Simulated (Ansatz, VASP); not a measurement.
**One calculation of Sn, two programs**

```xyz
1
Lattice="3.2740 0.0117 -0.0333 -0.1762 3.2693 0.0333 -1.5248 -1.6633 2.3726" Properties=species:S:1:pos:R:3 pbc="T T T"
Sn    0.0000    0.0000    0.0000
```

Alike in both runs: functional PBEsol; dispersion D3(BJ); k mesh 11 × 11 × 11; no spin polarisation.

Ansatz relaxed the structure, and its values are those at the end. VASP's run is a single point on that final structure, the one shown.

```csv
,VASP,Ansatz
version,VASP 6.6.1,Ansatz 0.2.0
potentials or method,"VASP PAW PBE potentials, release 64 (Sn_d)","plane waves, PAW"
plane-wave cutoff (eV),520,490
occupations,"methfessel-paxton of order 1, width 0.1 eV","cold, width 0.1 eV"
valence electrons in the cell,14,14
```

|  | VASP | Ansatz | Ansatz less VASP |
| --- | --- | --- | --- |
| pressure (GPa) | 0.0 | 0.0 | +0.04 |
| dispersion energy (meV/atom) | -417.9 | -418.0 | -0.13 |

Caveats: the PAW data sets were made with another functional, which shifts forces and pressure a little (VASP); pairwise dispersion overbinds metals, which lowers pressure and volume.
